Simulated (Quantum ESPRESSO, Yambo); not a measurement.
An input for Yambo 5.3.0 (SiC (Moissanite)):

```
optics
bss
bse
em1s
dipoles
rim_cut
RandQpts= 1000000
RandGvec= 1 RL
Chimod= "HARTREE"
BSKmod= "SEX"
BSEmod= "resonant"
BSSmod= "d"
BSENGexx= 30 Ry
BSENGBlk= 4 Ry
% BSEQptR
 1 | 1 |
%
% BSEBands
 11 | 30 |
%
% BEnRange
 0 | 8 | eV
%
% BDmRange
 0.1 | 0.1 | eV
%
BEnSteps= 161
% BLongDir
 1 | 0 | 0 |
%
% BndsRnXs
 1 | 95 |
%
NGsBlkXs= 4 Ry
% LongDrXs
 1 | 1 | 1 |
%
% KfnQP_E
 0.799 | 1.0 | 1.0 |
%
WRbsWF
```

```sh
OMP_NUM_THREADS=2 mpirun -n 2 yambo -F bse12.in -J bse12 -C bse12 > bse12.log
```

The stored states that it reads are on a 6×6×2 mesh. Symmetry: P6_3mc, No. 186, hexagonal system. The conventional cell has a = 3.081 Å, b = 3.081 Å, c = 15.125 Å, α = 90.00°, β = 90.00°, γ = 120.00°. Si has 4 C at 1.88 to 1.90 Å nearest. Si has 4 C at 1.89 Å nearest. Nearest to Si lie 4 C at 1.89 Å. Nearest to C lie 4 Si at 1.88 to 1.89 Å. Nearest to C lie 4 Si at 1.89 Å. Nearest to C lie 4 Si at 1.89 to 1.90 Å. Farther neighbours are not listed.

Estimate wall time and host memory on 2 MPI ranks of Arm Neoverse V2, shared host.

It took 14 min; on shared hardware allow 7.1 min to 28 min. Peak host memory was 2 GiB.

The kernel grows as the square of the matrix size, and full diagonalisation as its cube.

[Paths, hosts, dates, memory and timing lines, banners, echoed tables and standing remarks are left out of the program output.]

[Logs are printed without paths, hosts, clocks, repeated set-up lines and the standing remarks that a program may print on its own settings, such as how far it seeks lower states.]

[Runs of the session that timed out or met a known fault of the program may be left out.]

[Hosts, paths, dates, database ids (printed as entryN), source tags and the programs' standing remarks are cut or masked in the printed files.]
